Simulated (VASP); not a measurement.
# GaN in VASP 6.6.1, single-point calculation

INCAR

```
LASPH = .TRUE.
NSW = 0
LREAL = .FALSE.
LWAVE = .FALSE.
PREC = Accurate
IBRION = -1
ENCUT = 520
ISMEAR = -1
GGA = PE
LCHARG = .FALSE.
SIGMA = 0.02
NELM = 63
IVDW = 12
NBANDS = 49
ISIF = 2
EDIFF = 1E-7
```

KPOINTS

```
KPOINTS created by Atomic Simulation Environment
0
Gamma
10 10 10
0 0 0
```

POSCAR

```
Ga N
 1.0000000000000000
     0.0000000000000000    2.2489526240000002    2.3834399908999999
     2.2489526240000002    0.0000000000000000    2.3834399908999999
     2.2489526240000002    2.2489526240000002    0.0000000000000000
 Ga  N
   1   1
Cartesian
  0.0000000000000000  0.0000000000000000  0.0000000000000000
  3.3734289360000003  3.3734289360000003  3.5751599863500001
```

The recommended PBE PAW datasets give the neutral cell 18 valence electrons.

Command

```
mpirun -np 1 vasp_std
```

OSZICAR

```
N       E                     dE             d eps       ncg     rms          rms(c)
DAV:   1     0.148626010129E+03    0.14863E+03   -0.54198E+03 14274   0.642E+02
DAV:   2    -0.463560272060E+00   -0.14909E+03   -0.12750E+03 10302   0.211E+02
DAV:   3    -0.138761449493E+02   -0.13413E+02   -0.13197E+02 12047   0.432E+01
DAV:   4    -0.140456713651E+02   -0.16953E+00   -0.16944E+00 11639   0.478E+00
DAV:   5    -0.140461064537E+02   -0.43509E-03   -0.43507E-03 11582   0.233E-01    0.754E+00
DAV:   6    -0.121596554517E+02    0.18865E+01   -0.24393E+00 14791   0.125E+01    0.286E+00
DAV:   7    -0.121320224926E+02    0.27633E-01   -0.39197E-02 11654   0.181E+00    0.164E+00
DAV:   8    -0.121240650241E+02    0.79575E-02   -0.29098E-02 11640   0.658E-01    0.437E-01
DAV:   9    -0.121237826723E+02    0.28235E-03   -0.48269E-04 11534   0.228E-01    0.210E-01
DAV:  10    -0.121240567175E+02   -0.27405E-03   -0.11920E-04 11655   0.583E-02    0.205E-02
DAV:  11    -0.121240525092E+02    0.42083E-05   -0.11876E-05 11646   0.171E-02    0.713E-03
DAV:  12    -0.121240548204E+02   -0.23112E-05   -0.14357E-06 11758   0.493E-03    0.664E-03
DAV:  13    -0.121240546412E+02    0.17927E-06   -0.50442E-08 12118   0.120E-03    0.113E-03
DAV:  14    -0.121240545870E+02    0.54152E-07   -0.55036E-09  7660   0.299E-04
   1 F= -.12605501E+02 E0= -.12605501E+02  d E =-.176422E-11
```

Standard output (part)

```
POSCAR found type information on POSCAR GaN
 POSCAR found :  2 types and       2 ions
 LDA part: xc-table for (Slater+PW92), standard interpolation
 POSCAR, INCAR and KPOINTS ok, starting setup
 WAVECAR not read
 entering main loop
```

From OUTCAR

```
k-points           NKPTS =    102   k-points in BZ     NKDIM =    102   number of bands    NBANDS=     49

   NELECT =      18.0000    total number of electrons

   dimension x,y,z NGX =    24 NGY =   24 NGZ =   24
   dimension x,y,z NGXF=    48 NGYF=   48 NGZF=   48

  energy-cutoff  :      520.00
  volume of cell :       24.11
      direct lattice vectors                 reciprocal lattice vectors
     0.000000000  2.248952624  2.383439991    -0.222325715  0.222325715  0.209780822
     2.248952624  0.000000000  2.383439991     0.222325715 -0.222325715  0.209780822
     2.248952624  2.248952624  0.000000000     0.222325715  0.222325715 -0.209780822

 k-points in reciprocal lattice and weights: KPOINTS created by Atomic Simulation Env
   0.00000000  0.00000000  0.00000000       0.001
   0.10000000 -0.00000000  0.00000000       0.008
   0.20000000 -0.00000000  0.00000000       0.008
   0.30000000 -0.00000000  0.00000000       0.008
   0.40000000  0.00000000  0.00000000       0.008
   0.50000000 -0.00000000  0.00000000       0.004
   0.10000000  0.10000000  0.00000000       0.002
   0.20000000  0.10000000  0.00000000       0.008
   ...

 E-fermi :   5.2452

 k-point     1 :       0.0000    0.0000    0.0000
  band No.  band energies     occupation
      1     -10.7652      2.00000
      2      -8.7252      2.00000
      3      -8.6645      2.00000
      4      -8.6645      2.00000
      5      -8.4193      2.00000
      6      -8.4154      2.00000
      7       4.5378      2.00000
      8       4.8292      2.00000
      9       4.8292      2.00000
     10       6.1064      0.00000
     11      14.6753      0.00000
     12      14.6753      0.00000
     13      14.8358      0.00000
     14      21.6432      0.00000
     15      22.0633      0.00000
     16      22.8306      0.00000
     17      23.8419      0.00000
     18      23.8420      0.00000
     19      25.1669      0.00000
     20      27.2981      0.00000
     21      35.2326      0.00000
     22      37.0373      0.00000
     23      37.0373      0.00000
     24      47.8503      0.00000
     25      49.3749      0.00000
     26      49.3749      0.00000
     27      49.9694      0.00000
     28      49.9694      0.00000
     29      50.9134      0.00000
     30      52.4723      0.00000
     31      53.0022      0.00000
     32      57.0279      0.00000
     33      59.3179      0.00000
     34      62.1856      0.00000
     35      62.1857      0.00000
     36      64.2634      0.00000
     37      66.5690      0.00000
     38      66.5690      0.00000
     39      68.0951      0.00000
     40      68.9525      0.00000
     41      69.4410      0.00000
     42      69.4410      0.00000
     43      71.0173      0.00000
     44      72.1421      0.00000
     45      72.1421      0.00000
     46      73.3451      0.00000
     47      73.3680      0.00000
     48      74.4556      0.00000
     49      75.3183      0.00000

 ...

  Total      -0.69963    -0.69963    -1.92683     0.00000    -0.00000     0.00000
  in kB     -46.49296   -46.49296  -128.04399     0.00000    -0.00000     0.00000
  external pressure =      -73.68 kB  Pullay stress =        0.00 kB

 POSITION                                       TOTAL-FORCE (eV/Angst)
 -----------------------------------------------------------------------------------
      0.00000      0.00000      0.00000        -0.000000     -0.000000     -0.000000
      3.37343      3.37343      3.57516         0.000000      0.000000      0.000000
 -----------------------------------------------------------------------------------
    total drift:                               -0.000001     -0.000001     -0.000002

  FREE ENERGIE OF THE ION-ELECTRON SYSTEM (eV)
  ---------------------------------------------------
  free  energy   TOTEN  =       -12.6055007656 eV

  energy  without entropy=      -12.6055007656  energy(sigma->0) =      -12.60550077
```

It converged. Results: gap between bands v and c on the k mesh 1.28 eV; least direct gap on the k mesh 1.28 eV; pressure -7.4 GPa. Band v is the last that the valence electrons fill when counted band by band, and c is the next.

For comparison, a separate PBE run of the intended cell, on usual settings and not on those above, gives a gap of 1.28 eV on its mesh and a pressure of -4.0 GPa.

The run above took about 70 s on one core of a shared host (Intel Xeon Platinum 8488C) and held 0.2 GiB at most.
